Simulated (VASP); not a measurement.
Crystal: MoS2.

```
Mo S
1.0
     3.14799   -1.92978    0.00000
     3.14799    1.92978    0.00000
    -0.00310    0.00000    4.43933
Mo S
1 2
Direct
  0.00000 0.00000 0.00000
  0.68790 0.68790 0.28890
  0.31210 0.31210 0.71110
```

The cell comes from a database or a generator and needn't be the stable form of this composition.

Base run:

| Property | Result |
| --- | --- |
| Program | VASP 6.6.1 |
| Functional | PBE |
| Potentials or basis | VASP PAW PBE potentials, release 64 (Mo_sv, S) |
| Cutoff | 520 eV |
| k mesh | 6 × 6 × 4 |
| Occupations | gaussian, width 0.05 eV |
| Spin | collinear spin, ferromagnetic start |
| Starting moments | [1.0, 0.0, 0.0] μB |
| Hubbard terms | Mo d U = 3 eV |

Its results: band gap on the k mesh none (metal or under the smearing width); pressure 6.2 GPa; net moment 2.14 μB per cell; site moments Mo +2.27; S -0.16 μB; largest force 1.384 eV/Å.

Q: The run is repeated on the same cell with these changes: hubbard terms from Mo d U = 3 eV to Mo d U = 2 eV. What comes out?

A: Band gap on the k mesh none (metal or under the smearing width); pressure 4.6 GPa; net moment 2.05 μB per cell; site moments Mo +2.12; S -0.14 μB; largest force 1.440 eV/Å.

Caveats: forces of over 1 eV/Å show positions far from the minimum, so gaps and moduli don't describe the material at rest.

Not every run made on this cell is shown here.
